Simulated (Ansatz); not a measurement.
This script makes an equation of state with a fit of K₂S, space group Fm-3m with the Ansatz DFT code, driven from Python.

Script `k2s_eos.py`:
```python
'''Energy against volume for K2S, with a fit.'''

import warnings

import ansatz as az
import numpy as np

VECTORS = np.array([
    [0.0, 3.6955, 3.6955],
    [3.6955, 0.0, 3.6955],
    [3.6955, 3.6955, 0.0],
])
SITES = [
    ('K', (0.25, 0.25, 0.25)),
    ('K', (0.75, 0.75, 0.75)),
    ('S', (0.0, 0.0, 0.0)),
]


def on_lattice(cell):
    crystal = az.Crystal(lattice=az.Lattice.of(cell))
    for symbol, position in SITES:
        crystal = crystal.atom(symbol, position)
    return crystal


def main() -> None:
    warnings.simplefilter('ignore', az.DeckWarning)

    # uniform scaling of the cell
    volumes, energies = [], []
    for scale in np.linspace(0.92, 1.08, 7):
        cell = VECTORS * scale ** (1 / 3)
        calculation = (
            on_lattice(cell).calculation()
            .functional('pbe')
            .pseudopotentials('paw')
            .occupations('fixed')
            .basis(500)
            .kpoints(4, 4, 4)
        )
        report = calculation.run().report
        volumes.append(abs(np.linalg.det(cell)) / len(SITES))
        energies.append(report['free_energy_ev'] / len(SITES))
        print(f'V = {volumes[-1]:8.4f} A^3/atom  F = {energies[-1]:.5f} eV/atom')

    # third-order Birch-Murnaghan: a cubic in V^(-2/3)
    x = np.array(volumes) ** (-2 / 3)
    poly = np.polynomial.Polynomial.fit(x, energies, 3).convert()
    roots = poly.deriv().roots()
    x0 = min((r.real for r in roots if abs(r.imag) < 1e-9 and poly.deriv(2)(r.real) > 0), key=lambda r: abs(r - x.mean()))
    v0 = x0 ** -1.5
    b0 = 4 / 9 * poly.deriv(2)(x0) * v0 ** (-7 / 3) * 160.21766
    b1 = 4 + 2 / 3 * x0 * poly.deriv(3)(x0) / poly.deriv(2)(x0)
    print(f'V0 = {v0:.4f} A^3/atom, B0 = {b0:.1f} GPa, dB/dP = {b1:.2f}')


if __name__ == '__main__':
    main()
```

From its runs, with one value withheld:

| V (Å³/atom) | F less the lowest row shown (meV/atom) |
| --- | --- |
| 30.954 | 27.27 |
| 31.851 | 14.82 |
| 32.748 | 6.47 |
| 33.646 | 1.69 |
| 34.543 | 0.00 |
| 35.440 | 1.01 |
| 36.337 | ? |

What is the missing energy at 36.337 Å³ an atom?

A third-order Birch-Murnaghan fit, E = E0 + (9 V0 B0 / 16) [(t - 1)³ B' + (t - 1)² (6 - 4t)] with t = (V0/V)^(2/3), through the 6 rows shown gives V0 = 34.635 Å³, B0 = 18.3 GPa, B' = 4.36 and E0 = -0.01 meV. At V = 36.337 Å³, t = 0.96853, and the fit extrapolates to 4.36 meV. The run gave 4.36 meV, a miss of 0.00 meV.

The starting cell is as deposited in a crystallographic database; the results hold for this polymorph, which needn't be the stable one.
